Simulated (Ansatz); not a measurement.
CuO:

```
CELL_PARAMETERS angstrom
2.55255 0.00000 0.00000
0.00000 2.55255 0.00000
0.00000 0.00000 2.55255
ATOMIC_POSITIONS crystal
Cu 0.00000 0.00000 0.00000
O 0.50000 0.50000 0.50000
```

Measurements of this composition are mostly on another form, of space group No. 15.

- Program: Ansatz 0.2.0
- Task: relaxation of cell and atoms
- Functional: PBE
- Potentials or basis: Ansatz PAW
- Cutoff: 420 eV (not typed: the program's choice for these potentials)
- k mesh: 10 × 10 × 10
- Occupations: fermi-dirac, width 0.05 eV
- Spin: no spin polarisation

At the start: volume 8.32 Å³/atom.

Q: Where does the relaxation end?

A: It ends after 8 steps and the volume is 9.15 Å³/atom (+10.1 %); space group Pm-3m (No. 221, to 0.05 Å).

Step by step:
| step | energy change (eV) | largest force (eV/Å) | volume (Å³) |
| --- | --- | --- | --- |
| 1 | 0.0000 | 0.0000 | 16.63 |
| 2 | -0.0657 | 0.0000 | 17.36 |
| 3 | -0.0876 | 0.0000 | 18.11 |
| 4 | -0.0875 | 0.0000 | 18.22 |
| 5 | -0.0991 | 0.0000 | 18.22 |
| 6 | -0.0990 | 0.0000 | 18.30 |
| 7 | -0.0989 | 0.0000 | 18.31 |
| 8 | -0.0994 | 0.0000 | 18.31 |

Final structure:
```cif
data_structure
_symmetry_space_group_name_H-M 'P 1'
_symmetry_Int_Tables_number 1
_cell_length_a 2.6357
_cell_length_b 2.6357
_cell_length_c 2.6357
_cell_angle_alpha 90.000
_cell_angle_beta 90.000
_cell_angle_gamma 90.000
_cell_volume 18.31
loop_
_atom_site_label
_atom_site_type_symbol
_atom_site_fract_x
_atom_site_fract_y
_atom_site_fract_z
_atom_site_occupancy
Cu1 Cu 0.00000 0.00000 0.00000 1
O1 O 0.50000 0.50000 0.50000 1
```

Caveat: the plane-wave basis is chosen anew once the cell has moved, so the energies of steps on either side of that aren't comparable; the pressure holds a Pulay correction of +0.7 GPa for the finite cutoff; an odd number of electrons without spin polarisation forces a metal; a magnetic or distorted state may lie lower; the run has no spin polarisation, though such a crystal can be magnetic.
